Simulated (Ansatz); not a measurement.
Pd under changes of volume

One of the cells (14.750 Å³/atom); the others are scaled copies at fixed shape and fractional positions:

```
CELL_PARAMETERS angstrom
0.00000 1.94650 1.94650
1.94650 0.00000 1.94650
1.94650 1.94650 0.00000
ATOMIC_POSITIONS crystal
Pd 0.00000 0.00000 0.00000
```

```yaml
Program: Ansatz 0.2.0
Functional: SVWN5
Potentials_or_basis: Ansatz PAW
Cutoff: "420 eV (not typed: the program's choice for these potentials)"
k_mesh: 12 × 12 × 12
Occupations: fermi-dirac, width 0.05 eV
Spin: no spin polarisation
```

```tsv
volume (Å³/atom)	energy over the lowest point (meV/atom)	pressure (GPa)
13.865	3.17	4.4
14.160	0.00	-0.6
14.455	5.52	-5.0
14.750	18.60	-8.8
15.045	38.23	-12.1
15.340	?	?
15.635	93.79	-17.5
```

Problem. What does the run at 15.340 Å³/atom give?

Solution. Energy over the lowest point 63.54 meV/atom; pressure -15.0 GPa.

Worked out: A Birch-Murnaghan fit of order 3 (a polynomial in V^(-2/3)) to the other rows has its minimum at 14.11 Å³/atom with B0 = V·E''(V) = 230 GPa and B' = 5.7. It gives 63.55 meV/atom at 15.340 Å³/atom, against the run's 63.54, and -dE/dV = -15.2 GPa, against -15.0.

Energies are extrapolated to zero smearing.

Caveats: the PAW data sets come from PBE, with cores solved anew for the run's functional, which leaves a small shift of forces and pressure.
